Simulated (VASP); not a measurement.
# CdS (F-43m) in VASP: settings compared

Aim: see how the results for CdS move with the level of theory and the settings. Levels: r2SCAN, r2SCAN+rVV10. Tasks: relaxation of cell and atoms.

Everything below comes from runs of VASP 6.6.1. Logs are shortened: lines on timing, memory, paths and dates and some standing lists are left out, and cuts for length are marked.

**1. Starting point**

Symmetry: F-43m, No. 216, cubic system. The conventional cell has a = 5.886 Å, b = 5.886 Å, c = 5.886 Å, α = 90.00°, β = 90.00°, γ = 90.00°. Around Cd (site symmetry -43m) lie 4 S at 2.55 Å. S (site symmetry -43m) is surrounded by 4 Cd at 2.55 Å.

The cell is a database's computed one.

**2. Relaxation of cell and atoms, r2SCAN**

Input file INCAR:

```
PREC = Accurate ; ENCUT = 600
EDIFF = 1E-7 ; ISMEAR = 0
SIGMA = 0.02 ; LREAL = False
LASPH = True ; NELM = 80
ALGO = Normal ; ISIF = 3
LWAVE = False ; LCHARG = False
METAGGA = R2SCAN ; LMIXTAU = True
IBRION = 2 ; NSW = 90
EDIFFG = -0.005
```

Input file KPOINTS:

```
Automatic mesh
0
Gamma
  8 8 8
```

Input file POSCAR:

```
CdS
1.0
    0.0000000000      2.9429534600      2.9429534600
    2.9429534600      0.0000000000      2.9429534600
    2.9429534600      2.9429534600      0.0000000000
Cd S
1 1
Direct
    0.0000000000      0.0000000000      0.0000000000
    0.7500000000      0.7500000000      0.7500000000
```

Potentials or basis: VASP PAW PBE potentials, release 64 (Cd, S).

The run is started by

```
$ cat potpaw_PBE.64/Cd/POTCAR potpaw_PBE.64/S/POTCAR > POTCAR
$ mpirun -np 1 vasp_std > vasp.out
```

OUTCAR:

```text
PREC = Accurate
   ENCUT = 600
   EDIFF = 1E-7
   ISMEAR = 0
   LREAL = False
   LASPH = True
   NELM = 80
   ISIF = 3
   METAGGA = R2SCAN
   IBRION = 2
   NSW = 90
   EDIFFG = -0.005

 ion  position               nearest neighbor table
   1  0.000  0.000  0.000-   2 2.55   2 2.55   2 2.55   2 2.55
   2  0.750  0.750  0.750-   1 2.55   1 2.55   1 2.55   1 2.55

  LATTYP: Found a face centered cubic cell.
 ALAT       =     5.8859069200

  Lattice vectors:

 A1 = (   0.0000000000,   2.9429534600,   2.9429534600)
 A2 = (   2.9429534600,   0.0000000000,   2.9429534600)
 A3 = (   2.9429534600,   2.9429534600,   0.0000000000)

Analysis of symmetry for initial positions (statically):
=====================================================================
 Subroutine PRICEL returns:
 Original cell was already a primitive cell.

 Routine SETGRP: Setting up the symmetry group for a
 face centered cubic supercell.

 Subroutine GETGRP returns: Found 24 space group operations
 (whereof 24 operations were pure point group operations)
 out of a pool of 48 trial point group operations.

The static configuration has the point symmetry T_d .

Analysis of symmetry for dynamics (positions and initial velocities):
=====================================================================
 Subroutine PRICEL returns:
 Original cell was already a primitive cell.

 Routine SETGRP: Setting up the symmetry group for a
 face centered cubic supercell.

 Subroutine GETGRP returns: Found 24 space group operations
 (whereof 24 operations were pure point group operations)
 out of a pool of 48 trial point group operations.

The dynamic configuration has the point symmetry T_d .

 Subroutine INISYM returns: Found 24 space group operations
 (whereof 24 operations are pure point group operations),
 and found     1 'primitive' translations

----------------------------------------------------------------------------------------

                                     Primitive cell

  volume of cell :      50.9777

  direct lattice vectors                    reciprocal lattice vectors
     0.000000000  2.942953460  2.942953460    -0.169897352  0.169897352  0.169897352
     2.942953460  0.000000000  2.942953460     0.169897352 -0.169897352  0.169897352
     2.942953460  2.942953460  0.000000000     0.169897352  0.169897352 -0.169897352

  length of vectors
     4.161964697  4.161964697  4.161964697     0.294270846  0.294270846  0.294270846

  position of ions in fractional coordinates (direct lattice)
     0.000000000  0.000000000  0.000000000
     0.750000000  0.750000000  0.750000000

  ion indices of the primitive-cell ions
   primitive index   ion index
                 1           1
                 2           2

----------------------------------------------------------------------------------------

 KPOINTS: Automatic mesh

Automatic generation of k-mesh.
 Grid dimensions read from file:
 generate k-points for:    8    8    8

 Generating k-lattice:

  Cartesian coordinates                     Fractional coordinates (reciprocal lattice)
    -0.021237169  0.021237169  0.021237169     0.125000000  0.000000000  0.000000000
     0.021237169 -0.021237169  0.021237169     0.000000000  0.125000000  0.000000000
     0.021237169  0.021237169 -0.021237169     0.000000000  0.000000000  0.125000000

  Length of vectors
     0.036783856  0.036783856  0.036783856

  Shift w.r.t. Gamma in fractional coordinates (k-lattice)
     0.000000000  0.000000000  0.000000000

 Subroutine IBZKPT returns following result:
 ===========================================

 Found     29 irreducible k-points:

 Following reciprocal coordinates:
            Coordinates               Weight
  0.000000  0.000000  0.000000      1.000000
  0.125000  0.000000  0.000000      8.000000
  0.250000  0.000000  0.000000      8.000000
  0.375000  0.000000  0.000000      8.000000
  0.500000  0.000000  0.000000      4.000000
  0.125000  0.125000  0.000000      6.000000
[... 16 lines left out ...]
  0.500000  0.250000  0.125000     48.000000
 -0.375000  0.250000  0.125000     24.000000
 [... further k-points ...]
   k-points           NKPTS =     29   k-points in BZ     NKDIM =     29   number of bands    NBANDS=     13
   number of dos      NEDOS =    301   number of ions     NIONS =      2
   total plane-waves  NPLWV =  46656
   dimension x,y,z NGX =    36 NGY =   36 NGZ =   36
   dimension x,y,z NGXF=    72 NGYF=   72 NGZF=   72
   ions per type =               1   1
   NGX,Y,Z   is equivalent  to a cutoff of  14.38, 14.38, 14.38 a.u.
   NGXF,Y,Z  is equivalent  to a cutoff of  28.76, 28.76, 28.76 a.u.
 SYSTEM =  unknown system
   PREC   = accura    normal or accurate (medium, high low for compatibility)
   ISTART =      0    job   : 0-new  1-cont  2-samecut
   ICHARG =      2    charge: 1-file 2-atom 10-const
   ISPIN  =      1    spin polarized calculation?
   LNONCOLLINEAR =      F non collinear calculations
   LSORBIT =      F    spin-orbit coupling
   LASPH  =      T    aspherical Exc in radial PAW
   ENCUT  =  600.0 eV  44.10 Ry    6.64 a.u.   8.31  8.31  8.31*2*pi/ulx,y,z
   NELM   =     80;   NELMIN=  2; NELMDL= -5     # of ELM steps
   EDIFF  = 0.1E-06   stopping-criterion for ELM
   LREAL  =      F    real-space projection
   EDIFFG = -.5E-02   stopping-criterion for IOM
   NSW    =     90    number of steps for IOM
   IBRION =      2    ionic relax: 0-MD 1-quasi-New 2-CG
   NFREE  =      1    steps in history (QN), initial steepest desc. (CG)
   ISIF   =      3    stress and relaxation
   ISYM   =      2    0-nonsym 1-usesym 2-fastsym
   POTIM  = 0.5000    time-step for ionic-motion
   TEBEG  =    0.0;   TEEND  =   0.0 temperature during run
   PSTRESS=    0.0 pullay stress
   NELECT =      18.0000    total number of electrons
   NUPDOWN=      -1.0000    fix difference up-down
   EMIN   =  10.00;   EMAX   =-10.00  energy-range for DOS
   EFERMI =   0.00;   METHOD = LEGACY
   ISMEAR =     0;   SIGMA  =   0.02  broadening in eV -4-tet -1-fermi 0-gaus
   EFERMI_NEDOS =   21; number of points for ismear=-14 and -15
   IALGO  =     38    algorithm
   IMIX   =      4    mixing-type and parameters
     AMIX     =   0.40;   BMIX     =  1.00
     AMIX_MAG =   1.60;   BMIX_MAG =  1.00
  volume/ion in A,a.u.               =      25.49       172.01
  Fermi-wavevector in a.u.,A,eV,Ry     =   1.157104  2.186609 18.216690  1.338889
  Thomas-Fermi vector in A             =   2.293718
   LORBIT       =      0    0 simple, 1 ext, 2 COOP (PROOUT), +10 PAW based schemes
   METAGGA = R2SCAN    functional components
   LHFCALC =     F    Hartree Fock is set to
   AEXX    =    0.0000 exact exchange contribution
   IVDW    =     0    specifies the selected vdW correction
   LEPSILON=     F    determine dielectric tensor
   LRPA    =     F    only Hartree local field effects (RPA)
 conjugate gradient relaxation of ions
 non-spin polarized calculation
 Gauss-broadening in eV      SIGMA  =   0.02
  energy-cutoff  :      600.00
  volume of cell :       50.98
 maximum number of plane-waves:      1727
 NGX is ok and might be reduce to    36
   NGX = 17   NGY = 17   NGZ = 17

 number of electron      17.9999999 magnetization

 Free energy of the ion-electron system (eV)
  ---------------------------------------------------
  ext. energy  EPLUGINS =         0.00000000
  ---------------------------------------------------
  free energy    TOTEN  =       -29.68637491 eV

  energy without entropy =      -29.68637491  energy(sigma->0) =      -29.68637491

 E-fermi :   0.9622     XC(G=0):  -9.6003

 val. band max:        0.8205567329   @ k =   0.0000   0.0000   0.0000
 cond. band min:       2.3498516007   @ k =   0.0000   0.0000   0.0000
 fundamental gap:      1.5292948677
 Fermi energy:         0.9621520198

 k-point     1 :       0.0000    0.0000    0.0000
  band No.  band energies     occupation
      1     -11.8874      2.00000
      2      -7.0533      2.00000
      3      -7.0533      2.00000
      4      -7.0533      2.00000
      5      -6.5782      2.00000
      6      -6.5782      2.00000
      7       0.8206      2.00000
      8       0.8206      2.00000
      9       0.8206      2.00000
     10       2.3499      0.00000
     11       7.9001      0.00000
     12       7.9001      0.00000
     13       7.9001      0.00000

 k-point     2 :       0.1250    0.0000    0.0000
  band No.  band energies     occupation
      1     -11.8285      2.00000
      2      -7.0313      2.00000
      3      -7.0313      2.00000
      4      -6.9964      2.00000
      5      -6.5790      2.00000
      6      -6.5790      2.00000
      7      -0.1421      2.00000
      8       0.7031      2.00000
      9       0.7031      2.00000
     10       3.1456      0.00000
     11       7.5977      0.00000
     12       8.0987      0.00000
     13       8.0987      0.00000

 k-point     3 :       0.2500    0.0000    0.0000
  band No.  band energies     occupation
      1     -11.6855      2.00000
      2      -6.9833      2.00000
      3      -6.9833      2.00000
      4      -6.7993      2.00000
      5      -6.5738      2.00000
      6      -6.5738      2.00000
      7      -1.6066      2.00000
      8       0.4372      2.00000
      9       0.4372      2.00000
     10       3.9878      0.00000
     11       7.5359      0.00000
     12       8.3876      0.00000
     13       8.3876      0.00000
[... 305 lines left out ...]
 k-point    23 :       0.5000    0.2500    0.1250
  band No.  band energies     occupation
      1     -11.4681      2.00000
      2      -6.8939      2.00000
      3      -6.8706      2.00000
      4      -6.6382      2.00000
      5      -6.5460      2.00000
      6      -6.2950      2.00000
      7      -2.7555      2.00000
      8      -0.9519      2.00000
      9      -0.2063      2.00000
     10       5.5302      0.00000
     11       6.9597      0.00000
     12       8.0494      0.00000
     13       9.5807      0.00000

 k-point    24 :      -0.3750    0.2500    0.1250
  band No.  band energies     occupation
      1     -11.4221      2.00000
      2      -6.8876      2.00000
      3      -6.8545      2.00000
      4      -6.6013      2.00000
      5      -6.5527      2.00000
      6      -6.1082      2.00000
      7      -3.1864      2.00000
      8      -1.0579      2.00000
      9      -0.3637      2.00000
     10       5.6099      0.00000
     11       6.9826      0.00000
     12       8.5038      0.00000
     13       9.6444      0.00000

 [... further k-points ...]

------------------------ aborting loop because EDIFF is reached ----------------------------------------

  FORCE on cell =-STRESS in cart. coord.  units (eV):
  Direction    XX          YY          ZZ          XY          YZ          ZX
  --------------------------------------------------------------------------------------
  -------------------------------------------------------------------------------------
  Total        0.0047952      0.0047952      0.0047952     -0.0000000     -0.0000000      0.0000000
  in kB        0.1507081      0.1507081      0.1507081     -0.0000000     -0.0000000      0.0000000
  external PRESSURE =       0.1507081 kB  Pullay stress =       0.0000000 kB

 VOLUME and BASIS-vectors are now :
 -----------------------------------------------------------------------------
  energy-cutoff  :      600.00
  volume of cell :       50.98
      direct lattice vectors                 reciprocal lattice vectors
     0.000000000  2.942953460  2.942953460    -0.169897352  0.169897352  0.169897352
     2.942953460  0.000000000  2.942953460     0.169897352 -0.169897352  0.169897352
     2.942953460  2.942953460  0.000000000     0.169897352  0.169897352 -0.169897352

 POSITION                                       TOTAL-FORCE (eV/Angst)
 -----------------------------------------------------------------------------------
      0.00000      0.00000      0.00000         0.000000      0.000000     -0.000000
      4.41443      4.41443      4.41443        -0.000000     -0.000000      0.000000
 -----------------------------------------------------------------------------------
    total drift:                               -0.000000     -0.000000     -0.000000

  FREE ENERGIE OF THE ION-ELECTRON SYSTEM (eV)
  ---------------------------------------------------
  free  energy   TOTEN  =       -29.6863749060 eV

  energy  without entropy=      -29.6863749060  energy(sigma->0) =      -29.68637491

 reached required accuracy - stopping structural energy minimisation
```

Run time: 2.7 min. Hardware: 1 thread of Intel Xeon Platinum 8259CL at 2.50GHz (Skylake/Cascade Lake), shared host; peak memory 0.23 GiB.

Results:

- Free energy: -29.6864 eV
- Pressure after relaxing: 0.0 GPa
- Band gap on the k mesh: 1.53 eV, direct

Final structure:
```xyz
2
Lattice="0.0000 2.9430 2.9430 2.9430 0.0000 2.9430 2.9430 2.9430 0.0000" Properties=species:S:1:pos:R:3 pbc="T T T"
Cd    0.0000    0.0000    0.0000
S     4.4144    4.4144    4.4144
```

Levels at points of the mesh, in eV from the valence-band top:
```csv
k point,band 7,band 8,band 9,band 10,band 11,band 12
"(0.00, 0.00, 0.00)",0.00,0.00,0.00,1.53,7.08,7.08
"(0.50, 0.00, 0.00)",-4.30,-0.73,-0.73,3.43,7.48,7.48
"(0.50, 0.50, 0.00)",-3.86,-1.83,-1.83,3.88,4.72,9.67
```

Caveat: the relaxation stopped at its first step, so nothing moved; the PAW data sets were made with another functional, which shifts forces and pressure a little.

**3. Relaxation of cell and atoms, r2SCAN+rVV10**

Edit INCAR of step 2 so:

```diff
@@ -7,2 +7,4 @@
 METAGGA = R2SCAN ; LMIXTAU = True
+LUSE_VDW = True ; IVDW_NL = 2
+BPARAM = 11.95 ; CPARAM = 0.0093
 IBRION = 2 ; NSW = 90
```

KPOINTS is that of step 2.

POSCAR is that of step 2.

Potentials or basis: VASP PAW PBE potentials, release 64 (Cd, S).

The run is started by

```
$ cat potpaw_PBE.64/Cd/POTCAR potpaw_PBE.64/S/POTCAR > POTCAR
$ mpirun -np 1 vasp_std > vasp.out
```

Run time: 10 min. Hardware: 1 thread of Intel Xeon Platinum 8259CL at 2.50GHz (Skylake/Cascade Lake), shared host; peak memory 0.41 GiB.

Results (log left out):

| Property | Result |
| --- | --- |
| Free energy | -29.1190 eV |
| Relaxed volume | 25.17 Å³/atom |
| Relaxed cell | a = 4.145 Å, b = 4.145 Å, c = 4.145 Å, α = 60.00°, β = 60.00°, γ = 60.00° |
| Space group after relaxing (to 0.05 Å) | F-43m (No. 216) |
| Energy gained by relaxing | 0.8 meV/atom |
| Ionic steps | 3 |
| Pressure after relaxing | 0.0 GPa |
| Band gap on the k mesh | 1.50 eV, direct |

The path:
```
step  energy change (eV)  largest force (eV/Å)  pressure (GPa)  volume (Å³)
   1              0.0000                0.0000           -0.76        50.98
   2             -0.0013                0.0000            0.33        50.09
   3             -0.0015                0.0000            0.01        50.34
```

Final structure:
```
Cd S
1.0
     0.00000    2.93065    2.93065
     2.93065    0.00000    2.93065
     2.93065    2.93065    0.00000
Cd S
1 1
Direct
  0.00000 0.00000 0.00000
  0.75000 0.75000 0.75000
```

Levels at points of the mesh, in eV from the valence-band top:
| k point | band 6 | band 7 | band 8 | band 9 | band 10 | band 11 | band 12 | band 13 |
| --- | --- | --- | --- | --- | --- | --- | --- | --- |
| (0.00, 0.00, 0.00) | -7.41 | 0.00 | 0.00 | 0.00 | 1.50 | 7.05 | 7.05 | 7.05 |
| (0.50, 0.00, 0.00) | -7.04 | -4.40 | -0.75 | -0.75 | 3.41 | 7.44 | 7.44 | 7.77 |
| (0.50, 0.50, 0.00) | -6.97 | -3.92 | -1.88 | -1.88 | 3.78 | 4.71 | 9.65 | 11.42 |

Caveat: the PAW data sets were made with another functional, which shifts forces and pressure a little. r2SCAN opens gaps a little over a GGA but as a rule still falls short of measured ones.
